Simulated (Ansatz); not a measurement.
The system is SnO2.

```
Sn O
1.0
     1.61709    0.93363    4.80059
    -1.61709    0.93363    4.80059
     0.00000   -1.86726    4.80059
Sn O
1 2
Cartesian
  0.0000 0.0000 7.2009
  0.0000 0.0000 10.9861
  0.0000 0.0000 3.4157
```

Measurements of this composition are mostly on another form, of space group No. 136.

* Program: Ansatz 0.2.0
* Task: relaxation of cell and atoms
* Functional: HSE06
* Potentials or basis: Ansatz PAW
* Cutoff: 420 eV (not typed: the program's choice for these potentials)
* k mesh: 6 × 6 × 6
* Occupations: fermi-dirac, width 0.05 eV
* Spin: no spin polarisation

At the start: volume 14.50 Å³/atom.

Task: How do energy, volume and symmetry change on relaxing?

Result: It ends after 11 steps and the volume is 13.92 Å³/atom (-4.0 %); space group R-3m (No. 166, to 0.05 Å).

Step by step:
| step | energy change (eV) | largest force (eV/Å) | volume (Å³) |
| --- | --- | --- | --- |
| 1 | 0.0000 | 0.8880 | 43.49 |
| 2 | -0.0762 | 0.0986 | 42.32 |
| 3 | -0.0781 | 0.0331 | 41.97 |
| 4 | -0.0778 | 0.0017 | 42.14 |
| 5 | -0.0738 | 0.0017 | 42.14 |
| 6 | -0.0744 | 0.0002 | 42.01 |
| 7 | -0.0747 | 0.0002 | 41.92 |
| 8 | -0.0749 | 0.0001 | 41.88 |
| 9 | -0.0740 | 0.0002 | 41.88 |
| 10 | -0.0744 | 0.0000 | 41.77 |
| 11 | -0.0739 | 0.0001 | 41.77 |

Final structure:
```
CELL_PARAMETERS angstrom
1.59520 0.92099 4.73835
-1.59520 0.92099 4.73835
0.00000 -1.84198 4.73835
ATOMIC_POSITIONS crystal
Sn 0.50000 0.50000 0.50000
O 0.76473 0.76473 0.76473
O 0.23527 0.23527 0.23527
```

Caveat: the plane-wave basis is chosen anew once the cell has moved, so the energies of steps on either side of that aren't comparable; the pressure holds a Pulay correction of +0.6 GPa for the finite cutoff; the PAW data sets come from PBE, with cores solved anew for the run's functional, which leaves a small shift of forces and pressure.
